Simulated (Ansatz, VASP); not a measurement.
## Two plane-wave programs on TePb

File INCAR:

```
  PREC = Accurate
  ENCUT = 520
  EDIFF = 1E-6
  ISMEAR = 1
  SIGMA = 0.101
  LREAL = False
  LASPH = True
  NELM = 100
  ALGO = Normal
  ISIF = 2
  LWAVE = False
  LCHARG = False
  GGA = PE
  NBANDS = 17
```

Contents of KPOINTS:

```
Automatic mesh
0
Gamma
  7 7 7
```

POSCAR

```
TePb
1.0
    0.0000000000      3.2538700000      3.2538700000
    3.2538700000      0.0000000000      3.2538700000
    3.2538700000      3.2538700000      0.0000000000
Pb Te
1 1
Direct
    0.0000000000      0.0000000000      0.0000000000
    0.5000000000      0.5000000000      0.5000000000
```

Input for Ansatz:

```yaml
crystal:
  lattice:
    - [0.0, 3.25387, 3.25387]
    - [3.25387, 0.0, 3.25387]
    - [3.25387, 3.25387, 0.0]
  atoms:
    - { symbol: Pb, position: [0.0, 0.0, 0.0] }
    - { symbol: Te, position: [0.5, 0.5, 0.5] }
  symmetry: { tolerance: 0.0003 }
kpoints:
  mp_grid: { grid: [7, 7, 7], shift: [0, 0, 0] }
  band_path:
    path:
      - [0.0, 0.0, 0.0]
      - [0.5, 0.0, 0.5]
      - [0.625, 0.25, 0.625]
      - [0.375, 0.375, 0.75]
      - [0.0, 0.0, 0.0]
      - [0.5, 0.5, 0.5]
      - [0.5, 0.25, 0.75]
      - [0.5, 0.0, 0.5]
    npoints: 8
magnetization:
  spin_polarized: false
scf:
  occupations: { method: cold, width: 0.101 }
  lower_state_search: "off"
  max_iter: 200
hamiltonian:
  pseudopotentials: { kind: paw }
  xc: pbe
basis:
  ecutwfc: 420
  fft_grid_basis: typed
output:
  forces: true
  stress: true
  eigenvalues: true
  bader: true
  populations: true
  elf: true
  write_potential: true
  volumetric_format: npy
  dos:
    e_range: [-12, 8]
    de: 0.05
    projected: { site_lists: { Pb: [Pb], Te: [Te] } }
checkpoint:
  read: saved_state
```

Alike in both runs: task single point; functional PBE; k mesh 7 × 7 × 7; no spin polarisation.

```csv
,VASP,Ansatz
version,VASP 6.6.1,Ansatz 0.2.0
potentials or method,"VASP PAW PBE potentials, release 64 (Pb_d, Te)",PAW plane waves
plane-wave cutoff (eV),520,420
occupations,"methfessel-paxton of order 1, width 0.101 eV","cold, width 0.101 eV"
valence electrons in the cell,20,30
```

|  | VASP | Ansatz | Ansatz less VASP |
| --- | --- | --- | --- |
| gap on the k mesh at the Fermi level (eV) | 1.04 | 1.04 | -0.003 |
| pressure (GPa) | 1.1 | 1.1 | +0.07 |

The two sets of potentials don't hold the same shells in valence.

Spin-orbit coupling is left out, which matters for the levels of Pb, Te.
